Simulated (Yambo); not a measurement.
# Sb (P6_3/mmc) in Yambo: notebook, part 2 of 3

Yambo 5.3.0. The steps go on from the part before.

**4. Optical spectrum by the Bethe-Salpeter equation, PBEsol (cell squeezed)**

File bse2.in:

```
optics
bse
bss
rim_cut
em1s
RandQpts= 1000000
RandGvec= 50 RL
Chimod= "HARTREE"
% BndsRnXs
 1 | 40 |
%
NGsBlkXs= 5 Ry
% LongDrXs
 1 | 0 | 0 |
%
BSKmod= "SEX"
BSEmod= "retarded"
BSSmod= "d"
% BSEQptR
 1 | 1 |
%
% BSEBands
 12 | 20 |
%
BSENGexx= 20 Ry
BSENGBlk= 5 Ry
% BEnRange
 0 | 20 | eV
%
% BDmRange
 0.1 | 0.1 | eV
%
BEnSteps= 200
% BLongDir
 1 | 0 | 0 |
%
BSEprop= "abs"
WRbsWF
```

File scf.in:

```
&CONTROL
  calculation = 'scf'
  prefix = 'pwscf'
  outdir = './tmp'
  pseudo_dir = './pseudo'
/
&SYSTEM
  ibrav = 0
  nat = 2
  ntyp = 1
  ecutwfc = 80
  nbnd = 22
  occupations = 'smearing'
  smearing = 'fd'
  degauss = 0.00367493
  force_symmorphic = .true.
/
&ELECTRONS
  conv_thr = 4d-10
  electron_maxstep = 120
  mixing_beta = 0.5
/
ATOMIC_SPECIES
Sb   121.7600 Sb.upf
CELL_PARAMETERS angstrom
   3.2145946483    0.0000000000    0.0000000000
  -1.6072973242    2.7839206283    0.0000000000
   0.0000000000    0.0000000000    5.2419672719
ATOMIC_POSITIONS crystal
Sb     0.6666666667    0.3333333333    0.7500000000
Sb     0.3333333333    0.6666666667    0.2500000000
K_POINTS automatic
12 12 6 0 0 0
```

File nscf.in:

```
&CONTROL
  calculation = 'nscf'
  prefix = 'pwscf'
  outdir = './tmp'
  pseudo_dir = './pseudo'
/
&SYSTEM
  ibrav = 0
  nat = 2
  ntyp = 1
  ecutwfc = 80
  nbnd = 95
  occupations = 'smearing'
  smearing = 'fd'
  degauss = 0.00367493
  force_symmorphic = .true.
/
&ELECTRONS
  conv_thr = 1d-08
  diago_full_acc = .true.
  diago_thr_init = 1d-06
/
ATOMIC_SPECIES
Sb   121.7600 Sb.upf
CELL_PARAMETERS angstrom
   3.2145946483    0.0000000000    0.0000000000
  -1.6072973242    2.7839206283    0.0000000000
   0.0000000000    0.0000000000    5.2419672719
ATOMIC_POSITIONS crystal
Sb     0.6666666667    0.3333333333    0.7500000000
Sb     0.3333333333    0.6666666667    0.2500000000
K_POINTS automatic
3 3 2 0 0 0
```

Potentials or basis: PseudoDojo 0.4.1 SR PBEsol standard.

Started as:

```bash
OMP_NUM_THREADS=1 pw.x -in scf.in > scf.out
OMP_NUM_THREADS=1 pw.x -in nscf.in > nscf.out
cd tmp/pwscf.save; p2y; mv SAVE ../..; cd ../..
OMP_NUM_THREADS=1 yambo
mkdir -p bse2; ln -s $PWD/g0w00/ndb.RIM bse2/
OMP_NUM_THREADS=1 yambo -F bse2.in -J bse2 -C bse2_out
OMP_NUM_THREADS=1 ypp -J bse2 -C bse2_out -e s -b 1
```

Yambo's report:

```text
[... sections 02.01 to 02.04 as in the set-up run ...]

[... 5 lines left out ...]
  [X] Bosonic    Temperature                        :  0.258606E-1   300.100    [eV K]
  [X] Finite Temperature mode                       : yes
  [X] El. density                                   :  0.63950E+24 [cm-3]
  [X] Fermi Level                                   :  15.42328 [eV]

  [X] === Gaps and Widths ===
  [X] Conduction Band Min                           :  15.42328 [eV]
  [X] Valence Band Max                              :  15.42328 [eV]
  [X] Filled Bands                                  :  13
  [X] Metallic Bands                                :  14  18
  [X] Empty Bands                                   :   19   95

  [X] === Metallic Characters ===
  [X] N of el / N of met el                         :  30.00000   4.05556
  [X] Average metallic occ.                         :  0.202778

  [WARNING] [X] Metallic system

 [03] Transferred momenta grid and indexing
 ==========================================

 [BZ sampling] Q-grid is User defined and/or read from the database

 IBZ Q-points                                      :   6
 BZ  Q-points                                      :  18

 K/Q-points units:
 rlu = crystal or reduced units; cc = cartesian coordinates; iku = interal k-units

 Q [1]          [rlu]:  0.000000  0.000000  0.000000
 Q [2]          [rlu]:  0.000000  0.000000 -0.500000
 Q [3]          [rlu]:  0.50691E-16  0.33333       0.0000
 Q [4]          [rlu]:  0.50691E-16  0.33333     -0.50000
 Q [5]          [rlu]:  0.333333  0.333333  0.000000
 Q [6]          [rlu]:  0.333333  0.333333 -0.500000

  [03.01] X + BSE indexes
  =======================

   [03.01.01] Sigma indexes
   ========================

   [WR./SAVE//ndb.kindx]-----------------------------------------------------------
    Fragmentation                                    : no
    Polarization last K ( bz)                        :  18
    Polarization last K (ibz)                        :   6
    QP states                                        :   1   6
    X grid is uniform                                : yes
    Grids (string)                                   :  X B S
    Grids (int-vector)                               :  1  1  0  1

 [04] Coloumb potential Random Integration (RIM)
 ===============================================
[... 137 lines left out ...]
     [K] Correlation                                  : yes [res]
     [K] Kernel`s coupling                            : no
     [K] Exchange                                     : no [cpl]
     [K] Correlation                                  : no [cpl]
     [K] W interaction is bare                        : no
     [K] ALDA kernel in R-space                       : no
     [K] RL vectors                                   :   489 [exchange]
     [K] RL vectors                                   :   67 [correlation]
     [K] E/h energy range                             : -1.000000 -1.000000 [eV]
     [K] Coupling range                               :  100.0000  100.0000 [o/o]
     [W] Interaction is diagonal                      : no
     [W] Matrix size                                  :   67
     [W] Bands                                        :    1   40
     [W] e/h energy range                             : -1.000000 -1.000000 [eV]
     [W] Poles                                        :  100.0000 [o/o]
     [W] RL vectors in the sum                        :   4819
     [W] [r,Vnl] included                             : yes
     [W] Field direction                              :  0.100000E-4   0.00000      0.00000
     [W] Coulomb Cutoff                               : none
     [W] Hxc Kernel                                   : HARTREE
     [RIM] RL components                              :   55 [col]
     [RIM] Random points                              :  1000000 [col]
     [SOC] Perturbative SOC                           : no
     [K] Kernel long-range exchange                   : BAR

    [07.01.05.03] Wave-Function Phases
    ==================================

    [BSE] WF phases found       :  57.40741 [o/o]

   [07.01.06] BSE solver(s) @q1
   ============================

   [07.01.07] Diago Solver @q1
   ===========================

   [WR./bse2//ndb.BS_diago_Q1]-----------------------------------------------------
    BS kernel          energies                      : Perdew, Burke & Ernzerhof SOL(X)+Perdew, Burke & Ernzerhof SOL(C)
    [K] Identifier                                   :   3502
    [K] Dimension                                    :   400
    [K] Bands                                        :  12  20
    [K] Exchange                                     : yes [res]
    [K] Correlation                                  : yes [res]
    [K] Kernel`s coupling                            : no
    [K] Exchange                                     : no [cpl]
    [K] Correlation                                  : no [cpl]
    [K] W interaction is bare                        : no
    [K] ALDA kernel in R-space                       : no
    [K] RL vectors                                   :   489 [exchange]
    [K] RL vectors                                   :   67 [correlation]
    [K] E/h energy range                             : -1.000000 -1.000000 [eV]
    [K] Coupling range                               :  100.0000  100.0000 [o/o]
    [W] Interaction is diagonal                      : no
    [W] Matrix size                                  :   67
    [W] Bands                                        :    1   40
    [W] e/h energy range                             : -1.000000 -1.000000 [eV]
    [W] Poles                                        :  100.0000 [o/o]
    [W] RL vectors in the sum                        :   4819
    [W] [r,Vnl] included                             : yes
    [W] Field direction                              :  0.100000E-4   0.00000      0.00000
    [W] Coulomb Cutoff                               : none
    [W] Hxc Kernel                                   : HARTREE
    [RIM] RL components                              :   55 [col]
    [RIM] Random points                              :  1000000 [col]
    [SOC] Perturbative SOC                           : no
    [K] Kernel long-range exchange                   : BAR
    [BSS] Eigenstates included                       : yes
    [BSS] Field direction                            :  0.100000E-4   0.00000      0.00000
    [BSS] Eigenstates computed                       :   400
    [BSS] Number of BSE matrices                     :  1
```

o-bse2.exc_qpt1_E_sorted:

```text
# [K] Identifier                                  :   3502
# [K] Dimension                                   :   400
# [K] Bands                                       :  12  20
# [K] Exchange                                    : yes [res]
# [K] Correlation                                 : yes [res]
# [K] Kernel`s coupling                           : no
# [K] Exchange                                    : no [cpl]
# [K] Correlation                                 : no [cpl]
[... 28 lines left out ...]
#
     1.1795909         0.11551222E-13      1.0000000
     1.17959147        0.178192780E-6      2.00000000
     1.17959148        0.619972389E-6      3.00000000
     1.1795916         0.34270942E-09      4.0000000
     1.1795916         0.96396786E-10      5.0000000
     1.1795917         0.10602893E-12      6.0000000
[... 35 lines left out ...]
     2.51465070        0.831336132E-7      42.0000000
     3.86934311        0.262335724E-4      43.0000000
[... 359 further lines ...]
```

It took 1.7 min on 1 thread of Arm Neoverse V2, shared host; peak memory 0.28 GiB.

Results:

```
Band gap on the k mesh, mean-field level : none (metal or under the smearing width)
```

Dielectric function (along the field direction of the input):
```csv
energy (eV),real part,imaginary part
0.30,22.88,0.76
0.90,38.96,8.32
1.61,-19.48,7.81
2.31,-1.35,1.05
3.02,4.18,0.77
3.62,11.56,2.54
4.32,-11.68,11.50
5.03,-2.33,1.97
5.73,-3.31,7.30
6.33,-2.62,0.65
7.04,-2.09,0.33
7.74,-0.94,0.13
8.44,0.13,0.33
9.05,-0.07,0.91
9.75,-0.60,0.11
10.45,-0.13,0.05
11.16,0.16,0.06
11.76,0.22,0.07
12.46,0.57,0.12
13.17,-0.08,0.30
13.87,0.14,0.09
14.47,0.36,0.02
15.18,0.49,0.02
15.88,0.43,0.23
16.58,0.51,0.04
17.19,0.59,0.01
17.89,0.56,0.07
18.59,0.64,0.01
19.30,0.68,0.00
20.00,0.71,0.00
```

Caveat: the k mesh is coarse (spacing up to 0.75 Å⁻¹), so the values aren't converged; the intraband (Drude) term of the metal is left out; the ground state has no gap, which makes the many-body step unreliable; the transitions start from uncorrected Kohn-Sham levels, so peaks lie too low; exciton energies and binding change strongly with the k mesh and aren't converged on this one; spectra need much finer meshes, so this one isn't converged.

(Continued in part 3 of 3.)
